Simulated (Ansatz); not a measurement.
Li: pressure against volume

Li, Fm-3m, a = 4.318 Å. This isn't the element's structure at ambient conditions. Ansatz: PBEsol, PAW, 420 eV, Γ-centred 16×16×16 mesh on 1 atom, Gaussian smearing 0.10 eV; no spin polarisation. Symmetry fixes shape and atoms, so the cell is only scaled; pressure is positive in compression.

```tsv
V (Å³/atom)	P (GPa)
17.714	?
18.318	1.55
18.922	0.97
19.526	0.47
20.130	0.03
20.734	-0.35
21.337	-0.69
22.143	-1.09
```

**Question.** Take V0 = 20.130 Å³/atom, count pressures from its P0 = 0.03 GPa, fit the third-order Birch–Murnaghan form to the other rows, and predict the missing pressure.

**Answer.** With the Eulerian strain f = ½[(V0/V)^(2/3) − 1] and y = (P − P0)/[3f(1 + 2f)^(5/2)], the form is the line y = B0 + 1.5 B0 (B0′ − 4) f. Rows (f, y): 0.03245, 13.34; 0.02106, 13.42; 0.01026, 13.59; -0.00976, 13.63; -0.01904, 13.89; -0.03078, 14.22. Means f = 0.0006983, y = 13.682; Σ(Δf)² = 0.003004, ΣΔfΔy = -0.03757; the slope is their ratio. y = 13.69 − 12.51 f GPa, so B0 = 13.7 GPa and B0′ = 4 + 2 × (-12.51)/(3 × 13.69) = 3.39. At V = 17.714, f = 0.04449, y = 13.133 and P = 2.20 GPa. The run gave 2.20 GPa, the same to the digits shown.